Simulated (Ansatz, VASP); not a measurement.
## Two plane-wave programs on SnSe

INCAR

```
SYSTEM = SnSe
  ALGO = Fast
  EDIFF = 1E-8
  ENCUT = 520
  GGA = PE
  ISIF = 2
  ISMEAR = -1
  LASPH = .True.
  LCHARG = .False.
  LEFG = .True.
  LREAL = .False.
  LWAVE = .False.
  NBANDS = 17
  NELM = 100
  PREC = Accurate
  SIGMA = 0.05
```

Contents of KPOINTS:

```
k-points
0
Gamma
  12 12 12
  0 0 0
```

POSCAR

```
SnSe
1.0
    0.0000000000      3.3889240702      3.3889240702
    3.3889240702      0.0000000000      3.3889240702
    3.3889240702      3.3889240702      0.0000000000
Sn Se
1 1
Direct
    0.0000000000      0.0000000000      0.0000000000
    0.2500000000      0.2500000000      0.2500000000
```

Input for Ansatz:

```yaml
crystal:
  lattice:
    - [0.0, 3.3889240702, 3.3889240702]
    - [3.3889240702, 0.0, 3.3889240702]
    - [3.3889240702, 3.3889240702, 0.0]
  atoms:
    - { symbol: Sn, position: [0.0, 0.0, 0.0] }
    - { symbol: Se, position: [0.25, 0.25, 0.25] }
kpoints:
  mp_grid: { grid: [12, 12, 12] }
  band_path:
    path:
      - [0.0, 0.0, 0.0]
      - [-0.5, -0.5, 0.0]
      - [-0.375, -0.375, 0.25]
      - [-0.375, 0.0, 0.375]
      - [0.0, 0.0, 0.0]
      - [0.0, 0.0, 0.5]
      - [-0.5, -0.25, 0.25]
      - [-0.5, -0.5, 0.0]
    npoints: 14
scf:
  occupations: { method: fermi_dirac, width: 0.05 }
hamiltonian:
  xc: pbe
  pseudopotentials: { kind: paw }
output:
  forces: true
  stress: true
  eigenvalues: true
  efg: { contact_densities: true }
  populations: true
  bader: true
  dos: { projected: true, de: 0.2, e_range: [-14, 8] }
  write_density: true
  write_potential: true
  elf: true
  volumetric_format: npy
```

Alike in both runs: task electric field gradients; functional PBE; k mesh 12 × 12 × 12; occupations fermi-dirac, width 0.05 eV; no spin polarisation.

```csv
,VASP,Ansatz
version,VASP 6.6.1,Ansatz 0.2.0
potentials or method,"VASP PAW PBE potentials, release 64 (Sn_d, Se)","PAW with Ansatz's default frozen-core files, scalar-relativistic"
plane-wave cutoff (eV),520,420
valence electrons in the cell,20,30
```

|  | VASP | Ansatz | Ansatz less VASP |
| --- | --- | --- | --- |
| pressure (GPa) | 0.0 | 0.0 | 0.00 |
| Vzz of the field gradient on the site that differs most (V/Å²) | 0.0 | 0.0 | 0.00 |

The two sets of potentials don't hold the same shells in valence. Ansatz warned: «gradients_without_spin_orbit».

Caveats: spin-orbit coupling is left out, which moves the levels of the heavy elements. A k mesh can miss the band edges.
